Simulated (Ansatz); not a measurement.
# fcc Au(111) / fcc Al(111) interface: transmission and 2AR

Wanted: 2AR for the fcc Au(111) / fcc Al(111) interface, at several levels.

Main program and level: Ansatz 0.2.0; Ansatz plane-wave DFT, PBE, PAW files; ballistic transport by layer matching (Landauer), zero bias; PAW set soft_1, in the first sound run; inputs show where later runs differ.

Most raw output is cut from this account.

## (1) The starting structure

The cell holds 18 atoms: 9 Au and 9 Al. Its edges and angles: a = 2.873 Å, b = 2.873 Å, c = 42.227 Å, α = 90.0°, β = 90.0°, γ = 120.0°. It derives from Au and Al. Regions: Au, 9 atoms (9 Au); Al, 9 atoms (9 Al). The structure's axis is c.

## (2) Transmission: PBE

Both metals share one in-plane lattice, the mean of the two, each at its own atomic volume. The two leads are named in the middle of each metal, so that only one of the cell's two interfaces is crossed. The mesh across the current, 50×50, is finer than the density's, because channels open and close sharply across the zone. Energies from -0.27 to 0.27 eV in steps of 0.036 eV cover the slope of the Fermi function at 300 K, so the program can form a conductance.

Input file input.yaml:

```yaml
crystal:
  lattice:
    - [2.8730526337, 0.0, 0.0]
    - [-1.4365263169, 2.4881365672, 0.0]
    - [0.0, 0.0, 42.2268365803]
  atoms:
    - { symbol: Au, position: [0.0, 0.0, 0.0236816224] }
    - { symbol: Au, position: [0.3333333333, 0.6666666667, 0.0798581899] }
    - { symbol: Au, position: [0.6666666667, 0.3333333333, 0.1360347575] }
    - { symbol: Au, position: [0.0, 0.0, 0.192211325] }
    - { symbol: Au, position: [0.3333333333, 0.6666666667, 0.2483878925] }
    - { symbol: Au, position: [0.6666666667, 0.3333333333, 0.30456446] }
    - { symbol: Au, position: [0.0, 0.0, 0.3607410275] }
    - { symbol: Au, position: [0.3333333333, 0.6666666667, 0.416917595] }
    - { symbol: Au, position: [0.6666666667, 0.3333333333, 0.4730941626] }
    - { symbol: Al, position: [0.0, 0.0, 0.5286497181] }
    - { symbol: Al, position: [0.3333333333, 0.6666666667, 0.5835842617] }
    - { symbol: Al, position: [0.6666666667, 0.3333333333, 0.6385188053] }
    - { symbol: Al, position: [0.0, 0.0, 0.6934533489] }
    - { symbol: Al, position: [0.3333333333, 0.6666666667, 0.7483878925] }
    - { symbol: Al, position: [0.6666666667, 0.3333333333, 0.8033224361] }
    - { symbol: Al, position: [0.0, 0.0, 0.8582569797] }
    - { symbol: Al, position: [0.3333333333, 0.6666666667, 0.9131915233] }
    - { symbol: Al, position: [0.6666666667, 0.3333333333, 0.9681260669] }
kpoints:
  mp_grid: { grid: [15, 15, 1] }
hamiltonian:
  xc: pbe
  pseudopotentials: { kind: paw, azcp: { folder: soft_1 } }
scf:
  occupations: { method: fermi_dirac, width: 0.1 }
output:
  transmission:
    leads: [[3, 4], [12, 13]]
    kmesh: [50, 50]
    e_range: [-0.27, 0.27]
    de: 0.036
  write_potential: true
  write_density: true
  volumetric_format: npy
  elf: true
```

Launch:

```bash
$ ansatz run input.yaml --threads 4 --pin off --max-ram 15360MiB --backend cpu --events-out ev --progress --plain --runs-dir out
```

It took 2.1 min on 4 threads of Arm Neoverse V1, shared host; peak memory 1.3 GiB; 7.9 min of CPU time.

This step gave:

```yaml
free_energy: -123198.6925 eV
energy_at_zero_smearing: -123198.5854 eV
fermi_energy: 14.47 eV
cell_area: 7.149 Å²
step_of_the_lead_s_potential: 2.2 meV
ballistic_conductance_of_the_lead: 8.60e14 S/m²
estimated_errors_of_the_lead_s_conductance: 0, 1.1, 1.2 % (band edges, k-mesh, distance from neutral)
lead_conductance_per_cell: 0.7938 G₀
step_of_the_upper_lead_s_potential: 7.4 meV
ballistic_conductance_of_the_upper_lead: 1.47e15 S/m²
conductance_of_the_junction: 7.77e14 S/m²
junction_conductance_per_cell: 0.7165 G₀
estimated_errors_of_the_junction_s_conductance: 0, 0, 1.2, 0.7, 1.3 % (energy step, band edges, k-mesh, leads' steps, distance from neutral)
area_resistance_that_the_stack_adds_contact_term_taken_off_spin_by_spin: 0.3668 fΩ m²
```

Per spin. The transmission, zone mean by energy, zero at the Fermi level:

```
energy (eV)  transmission, zone mean
     -0.270                    0.693
     -0.234                    0.693
     -0.198                    0.691
     -0.162                    0.692
     -0.126                    0.697
     -0.090                    0.700
     -0.054                    0.704
     -0.018                    0.710
      0.018                    0.723
      0.054                    0.732
      0.090                    0.734
      0.126                    0.737
      0.162                    0.738
      0.198                    0.737
      0.234                    0.739
      0.270                    0.742
```

Per spin. The open channels, zone mean by energy, zero at the Fermi level:

```
energy (eV)   lead  upper lead
     -0.270  0.769        1.29
     -0.234  0.769        1.29
     -0.198  0.772        1.28
     -0.162  0.776        1.28
     -0.126  0.774        1.32
     -0.090  0.779        1.33
     -0.054  0.779        1.33
     -0.018  0.784        1.36
      0.018  0.805        1.37
      0.054   0.81        1.39
      0.090  0.805        1.39
      0.126  0.805        1.39
      0.162  0.805        1.41
      0.198  0.805        1.41
      0.234  0.808        1.42
      0.270  0.808        1.44
```

Transmission over k1 and k2. At -0.0180 eV from the Fermi level (the log's summary may quote the solved energy on the other side of it).

Ten even steps from '0' (0.000) to '9' (0.998), each cell a mean:
```
986578999987666898320000001348
856999999999998767400000000005
569999999999999997630000000002
599999999999999999973000000000
999999999999999999999810000000
999999999999999999999984000000
899999999999999999999999500000
499999999999999999999999942001
689999999998634689999999996625
869999999998100037999999999589
967999999998300002899999999869
986899999999720000589999999967
877699999999985100589999999995
611559999999999877899999999997
200004999999999999999999999998
500000599999999999999999999999
500000028999999999999999999999
400000000689999999999999999999
200000000026999999999999999996
710000000004678999999999999975
930000000000487668999999998657
997611433325899986656999855689
```
Columns: k1 (b1) from -0.5 to 0.48; rows upwards: k2 (b2) from -0.5 to 0.48.

Open channels over k1 and k2. At -0.0180 eV from the Fermi level (the log's summary may quote the solved energy on the other side of it).

Values, 12 rows by 16 columns, each cell a mean:
```
1.00 1.00 1.00 1.00 1.00 1.00 1.00 1.00 1.00 0.79 0.14 0.00 0.00 0.00 0.22 0.56
1.00 1.00 1.00 1.00 1.00 1.00 1.00 1.00 1.00 1.00 0.61 0.02 0.00 0.00 0.00 0.14
1.00 1.00 1.00 1.00 1.00 1.00 1.00 1.00 1.00 1.00 1.00 0.72 0.10 0.00 0.00 0.00
1.00 1.00 1.00 1.00 1.00 1.00 1.00 1.00 1.00 1.00 1.00 1.00 0.89 0.26 0.00 0.00
1.00 1.00 1.00 1.00 1.00 1.00 0.94 0.80 0.94 1.00 1.00 1.00 1.00 0.98 0.71 0.44
1.00 1.00 1.00 1.00 1.00 1.00 0.72 0.00 0.12 0.79 1.00 1.00 1.00 1.00 1.00 1.00
0.99 0.99 1.00 1.00 1.00 1.00 1.00 0.54 0.04 0.42 1.00 1.00 1.00 1.00 1.00 1.00
0.54 0.26 0.80 1.00 1.00 1.00 1.00 1.00 1.00 1.00 1.00 1.00 1.00 1.00 1.00 1.00
0.32 0.00 0.02 0.51 0.98 1.00 1.00 1.00 1.00 1.00 1.00 1.00 1.00 1.00 1.00 1.00
0.32 0.00 0.00 0.00 0.27 0.90 1.00 1.00 1.00 1.00 1.00 1.00 1.00 1.00 1.00 1.00
0.54 0.00 0.00 0.00 0.00 0.16 0.90 1.00 1.00 1.00 1.00 1.00 1.00 1.00 1.00 1.00
0.89 0.48 0.30 0.24 0.24 0.30 0.64 1.00 1.00 1.00 1.00 1.00 1.00 1.00 1.00 1.00
```
Columns: k1 (b1) from -0.5 to 0.48; rows upwards: k2 (b2) from -0.5 to 0.48.

Electrostatic potential energy in the ca plane at fractional y = 0.000, with atoms of Au and Al within 0.2 Å of it. With pseudopotentials it is smooth inside the atoms' cores, unlike the true potential.

Ten even steps from '0' (-27 eV) to '9' (17 eV), each cell a mean:
```
99950000599999999999998679858999999999999866
89973003799888999988999756568998899998889976
68998668998756899865799987789987789987778998
58999999998534799743689999999976678986568999
58999889998645899744689988899976678987678999
89986335899877999877899866679988889998789987
99961001699999999999998667668999999999999975
99950000499999999999998589957999999999999867
```
Columns run along c (16.0 Å, from fractional 0.31 to 0.69 of the cell; values clipped at the 3rd and 97th percentile), rows up along a (2.9 Å). Atoms in or near the plane, at fractional coordinates: Au at (0.36, 0.00), Al at (0.53, 0.00).

Valence density in the ca plane at fractional y = 0.000, with atoms of Au and Al within 0.2 Å of it. It is the smooth field of the valence electrons, not physical close to the nuclei.

Ten steps, logarithmic in the rise over the least value, from '0' (0 e/Å³) to '9' (13 e/Å³), each cell a mean:
```
11247998521111100111111100011111110011111110
22235776321232111223211111111111111111111111
42123443212344212344321111111111111111111111
43111221113455322355421111111111111111111111
43112332112454322345421111111111111111111111
32124664212333211233321111111111111111111111
21247887421222111122211100011111111011111111
11258998521111100111111100011111110001111110
```
Columns run along c (16.0 Å, from fractional 0.31 to 0.69 of the cell), rows up along a (2.9 Å). Atoms in or near the plane, at fractional coordinates: Au at (0.36, 0.00), Al at (0.53, 0.00).

ELF in the ca plane at fractional y = 0.000, with atoms of Au and Al within 0.2 Å of it. It is the smooth field of the valence electrons, not physical close to the nuclei.

Ten even steps from '0' (0.08) to '9' (0.75), each cell a mean:
```
11246886421111100112235400048777642235777861
21135665311222111222234532367778764457877775
32112332112343211244323567776677776677776667
43111221112454312345433467765666788787666557
42112222112444211344323467776666777777666667
22124554212233211233224555677677765567877676
11135776321121101122235510157777753346777772
11246996421111000111235305038777642235777860
```
Columns run along c (16.0 Å, from fractional 0.31 to 0.69 of the cell), rows up along a (2.9 Å). Atoms in or near the plane, at fractional coordinates: Au at (0.36, 0.00), Al at (0.53, 0.00).

The larger of the two leads' potential steps is 7.4 meV from period to period, small in itself. The program estimates the junction's conductance to 1.2 % from the k-mesh, 1.3 % from the leads' distance from neutral and 0.7 % from their steps.

## (3) Resistance: PBE

This step: Ansatz plane-wave DFT, PBE, PAW files; ballistic transport by layer matching (Landauer), zero bias; specific resistance of one interface, 1/T less the mean of the leads' 1/N; PAW set soft_1 (Ansatz 0.2.0).

Numbers from this step:

```yaml
area_resistance: 0.3665 fΩ m²
t_over_the_leads_mean_channel_count: 0.6657
twice_the_interface_resistance_2ar_or_2ar_star_for_magnets: 0.7330 fΩ m²
```

Twice the interface resistance is 0.733 fΩ m² here.

By hand, with T and the leads' channels N averaged over the energies near the Fermi level: RA = A (h/2e²)(1/T − ½[1/N₁ + 1/N₂]) = 7.149×10⁻²⁰ m² × 12 906 Ω × (1/0.7173 − ½[1/0.7944 + 1/1.361]) = 0.367 fΩ m².

## (4) Transmission: PBE, coarse mesh, least span asked of the mesh across the current 40 Å

The same cell on a mesh a third as fine shows what a quick run would give. To save time only the energies from -0.06 to 0.06 eV are solved. The mesh is 18×18 and the cutoff, the files' own for this level, 420 eV.

This step: Ansatz plane-wave DFT, PBE, PAW files; ballistic transport by layer matching (Landauer), zero bias; PAW set soft_1 (Ansatz 0.2.0).

Changes to input.yaml since step 2:

```diff
@@ -34,5 +34,5 @@
     leads: [[3, 4], [12, 13]]
-    kmesh: [50, 50]
-    e_range: [-0.27, 0.27]
-    de: 0.036
+    kmesh: [18, 18]
+    e_range: [-0.06, 0.06]
+    de: 0.04
   write_potential: true
@@ -40,2 +40 @@
   volumetric_format: npy
-  elf: true
```

Wall time 30 s (4 threads); peak memory 1.3 GiB; 1.9 min of CPU time.

The run finished; it serves as a test, and its numbers are not taken as the result.

## (5) Resistance: PBE, coarse mesh

This step: Ansatz plane-wave DFT, PBE, PAW files; ballistic transport by layer matching (Landauer), zero bias; specific resistance of one interface, 1/T less the mean of the leads' 1/N; PAW set soft_1 (Ansatz 0.2.0).

Numbers from this step:

| Property | Result |
| --- | --- |
| area resistance | 0.3563 fΩ m² |
| T over the leads' mean channel count | 0.6744 |
| twice the interface resistance (2AR, or 2AR* for magnets) | 0.7127 fΩ m² |

Twice the interface resistance is 0.713 fΩ m² here, against 0.733 in the first run; 67.4 % of the two leads' mean channel count pass, 66.6 % before.

## (6) Transmission: LDA

The functional changes to LDA at the same atoms, which shifts d bands against the Fermi level. To save time only the energies from -0.06 to 0.06 eV are solved. The mesh is 50×50 and the cutoff, the files' own for this level, 420 eV.

This step: Ansatz plane-wave DFT, LDA, PAW files; ballistic transport by layer matching (Landauer), zero bias; PAW set soft_1 (Ansatz 0.2.0).

Changes to input.yaml since step 4:

```diff
@@ -27,4 +27,4 @@
 hamiltonian:
-  xc: pbe
-  pseudopotentials: { kind: paw, azcp: { folder: soft_1 } }
+  xc: lda
+  pseudopotentials: { kind: paw, azcp: { folder: soft_1 }, xc_functional: pbe }
 scf:
@@ -34,3 +34,3 @@
     leads: [[3, 4], [12, 13]]
-    kmesh: [18, 18]
+    kmesh: [50, 50]
     e_range: [-0.06, 0.06]
```

Run time: 63 s. Hardware: 4 threads; peak memory 1.3 GiB; 4.1 min of CPU time.

This step gave:

- free energy: -120413.8049 eV
- energy at zero smearing: -120413.6966 eV
- Fermi energy: 14.16 eV
- step of the lead's potential: 2.4 meV
- step of the upper lead's potential: 6.8 meV

Per spin. The transmission, zone mean by energy, zero at the Fermi level:

```
energy (eV)  transmission, zone mean
    -0.0600                    0.709
    -0.0200                    0.715
     0.0200                    0.729
     0.0600                    0.738
```

Over the solved energies the transmission per spin lies between 0.709 and 0.738, out of 0.794 channels of the lead on average (up to 0.81).

## (7) Resistance: LDA

This step: Ansatz plane-wave DFT, LDA, PAW files; ballistic transport by layer matching (Landauer), zero bias; specific resistance of one interface, 1/T less the mean of the leads' 1/N; PAW set soft_1 (Ansatz 0.2.0).

Numbers from this step:

```yaml
area_resistance: 0.3619 fΩ m²
t_over_the_leads_mean_channel_count: 0.6643
twice_the_interface_resistance_2ar_or_2ar_star_for_magnets: 0.7238 fΩ m²
```

Twice the interface resistance is 0.724 fΩ m² here, against 0.733 in the first run; 66.4 % of the two leads' mean channel count pass, 66.6 % before.

## (8) Transmission: r2SCAN, cutoff 500 eV

The same with r2SCAN, the dearer rung. To save time only the energies from -0.06 to 0.06 eV are solved. The mesh is 50×50 and the cutoff, the files' own for this level, 500 eV.

This step: Ansatz plane-wave DFT, r2SCAN, PAW files; ballistic transport by layer matching (Landauer), zero bias; PAW set soft_1 (Ansatz 0.2.0).

Changes to input.yaml since step 6:

```diff
@@ -27,4 +27,4 @@
 hamiltonian:
-  xc: lda
-  pseudopotentials: { kind: paw, azcp: { folder: soft_1 }, xc_functional: pbe }
+  xc: r2scan
+  pseudopotentials: { kind: paw, azcp: { folder: soft_1 } }
 scf:
```

Elapsed: 1.7 min, on 4 threads; peak memory 2.2 GiB.

This step gave:

* free energy: -123350.2518 eV
* energy at zero smearing: -123350.1509 eV
* Fermi energy: 14.41 eV
* step of the lead's potential: 2.3 meV
* step of the upper lead's potential: 10.2 meV

Per spin. Table of transmission, zone mean by energy, zero at the Fermi level:

```
energy (eV)  transmission, zone mean
    -0.0600                    0.683
    -0.0200                    0.704
     0.0200                    0.713
     0.0600                    0.715
```

Over the solved energies the transmission per spin lies between 0.683 and 0.715, out of 0.803 channels of the lead on average (up to 0.81).

## (9) Resistance: r2SCAN

This step: Ansatz plane-wave DFT, r2SCAN, PAW files; ballistic transport by layer matching (Landauer), zero bias; specific resistance of one interface, 1/T less the mean of the leads' 1/N; PAW set soft_1 (Ansatz 0.2.0).

Numbers from this step:

```
area resistance                                           : 0.3808 fΩ m²
T over the leads' mean channel count                      : 0.6702
twice the interface resistance (2AR, or 2AR* for magnets) : 0.7617 fΩ m²
```

Twice the interface resistance is 0.762 fΩ m² here, against 0.733 in the first run; 67.0 % of the two leads' mean channel count pass, 66.6 % before.

## (10) Transmission: PBE with spin-orbit coupling, k-mesh 13×13×1, least span asked of the mesh across the current 70 Å

Heavy elements are present, so the run is repeated with two-component spinors; it costs several times more and takes a coarser mesh. To save time only the energies from -0.04 to 0.04 eV are solved. The mesh is 30×30 and the cutoff, the files' own for this level, 420 eV.

This step: Ansatz plane-wave DFT, PBE, fully relativistic PAW files, spin-orbit coupling; ballistic transport by layer matching (Landauer), zero bias; PAW set soft_1 (Ansatz 0.2.0).

Changes to input.yaml since step 8:

```diff
@@ -25,6 +25,6 @@
 kpoints:
-  mp_grid: { grid: [15, 15, 1] }
+  mp_grid: { grid: [13, 13, 1] }
 hamiltonian:
-  xc: r2scan
-  pseudopotentials: { kind: paw, azcp: { folder: soft_1 } }
+  xc: pbe
+  pseudopotentials: { kind: paw_fr, azcp: { folder: soft_1 } }
 scf:
@@ -34,7 +34,7 @@
     leads: [[3, 4], [12, 13]]
-    kmesh: [50, 50]
-    e_range: [-0.06, 0.06]
+    kmesh: [30, 30]
+    e_range: [-0.04, 0.04]
     de: 0.04
-  write_potential: true
-  write_density: true
-  volumetric_format: npy
+magnetization:
+  noncollinear: true
+  spin_orbit: true
```

Elapsed: 4.7 min, on 4 threads; peak memory 4.4 GiB; 18 min of CPU time.

Numbers from this step:

| Property | Result |
| --- | --- |
| free energy | -123536.6306 eV |
| energy at zero smearing | -123536.5289 eV |
| Fermi energy | 14.48 eV |
| step of the lead's potential | 4.3 meV |
| step of the upper lead's potential | 19.6 meV |

Both spins together. Table of transmission, zone mean by energy, zero at the Fermi level:

```
energy (eV)  transmission, zone mean
    -0.0400                     1.40
     0.0000                     1.42
     0.0400                     1.42
```

Over the solved energies the transmission, both spins together, lies between 1.40 and 1.42, out of 1.57 channels of the lead on average (up to 1.57).

## (11) Resistance: PBE with spin-orbit coupling

This step: Ansatz plane-wave DFT, PBE, fully relativistic PAW files, spin-orbit coupling; ballistic transport by layer matching (Landauer), zero bias; specific resistance of one interface, 1/T less the mean of the leads' 1/N; PAW set soft_1 (Ansatz 0.2.0).

This step gave:

* area resistance: 0.3744 fΩ m²
* T over the leads' mean channel count: 0.6640
* twice the interface resistance (2AR, or 2AR* for magnets): 0.7488 fΩ m²

Twice the interface resistance is 0.749 fΩ m² here, against 0.733 in the first run; 66.4 % of the two leads' mean channel count pass, 66.6 % before.

## (12) What came out

| Quantity | Value |
| --- | --- |
| 2AR, PBE | 0.733 fΩ m² |
| 2AR, LDA | 0.724 fΩ m² |
| 2AR, r2SCAN | 0.762 fΩ m² |
| 2AR, PBE with spin-orbit coupling | 0.749 fΩ m² |

One interface gives 2AR = 0.733 fΩ m² (PBE). The functionals span 0.724 to 0.762 fΩ m². A mesh a third as fine gives 0.713 against 0.733 fΩ m². Spin-orbit coupling changes it from 0.73 to 0.75 fΩ m², on a coarser mesh. The formula assumes diffuse scattering between interfaces; layers sit on ideal sites at each metal's own atomic volume.

[Logs are printed without paths, hosts, clocks, repeated set-up lines and the standing remarks that a program may print on its own settings, such as how far it seeks lower states.]

[Hosts, paths, dates, database ids (printed as entryN), source tags and the programs' standing remarks are cut or masked in the printed files.]
